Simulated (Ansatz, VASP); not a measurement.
# One calculation of KF, two programs

The input INCAR:

```
  PREC = Accurate
  ENCUT = 520
  EDIFF = 1E-6
  ISMEAR = 0
  SIGMA = 0.05
  LREAL = F
  LASPH = T
  NELM = 100
  ALGO = Normal
  ISIF = 2
  LWAVE = F
  LCHARG = T
  GGA = PE
  LELF = T
  LVHAR = T
  NBANDS = 15
```

Contents of KPOINTS:

```
Automatic mesh
0
Gamma
  10 10 10
```

Contents of POSCAR:

```
KF
1.0
    3.2589550000      0.0000000000      0.0000000000
    0.0000000000      3.2589550000      0.0000000000
    0.0000000000      0.0000000000      3.2589550000
K F
1 1
Direct
    0.0000000000      0.0000000000      0.0000000000
    0.5153423413      0.5000000000      0.5000000000
```

Input for Ansatz:

```yaml
crystal:
  lattice:
    - [3.258955, 0.0, 0.0]
    - [0.0, 3.258955, 0.0]
    - [0.0, 0.0, 3.258955]
  atoms:
    - { symbol: K, position: [0.0, 0.0, 0.0] }
    - { symbol: F, position: [0.5153423413, 0.5, 0.5] }
basis:
  ecutwfc: 420
  fft_grid_basis: typed
kpoints:
  mp_grid: { grid: [10, 10, 10] }
hamiltonian:
  xc: pbe
  pseudopotentials: { kind: paw }
scf:
  occupations: { method: gaussian, width: 0.05 }
output:
  forces: true
  stress: true
  eigenvalues: true
  bader: true
  write_density: true
  volumetric_format: npy
```

The cell comes from a database or a generator and needn't be the stable form of this composition.

Alike in both runs: task single point; functional PBE; k mesh 10 × 10 × 10; occupations gaussian, width 0.05 eV; no spin polarisation.

|  | VASP | Ansatz |
| --- | --- | --- |
| version | VASP 6.6.1 | Ansatz 0.2.0 |
| potentials or method | VASP PAW PBE potentials, release 64 (K_sv, F) | scalar-relativistic, plane waves, PAW |
| plane-wave cutoff (eV) | 520 | 420 |
| valence electrons in the cell | 16 | 16 |

|  | VASP | Ansatz | Ansatz less VASP |
| --- | --- | --- | --- |
| gap on the k mesh at the Fermi level (eV) | 6.26 | 6.27 | +0.017 |
| pressure (GPa) | 0.0 | 0.0 | +0.01 |
| rms of the force components (eV/Å) | 0.023 | 0.021 | -0.0015 |

Atom by atom the forces differ by 0.002 eV/Å (rms over components).

A k mesh can miss the band edges.
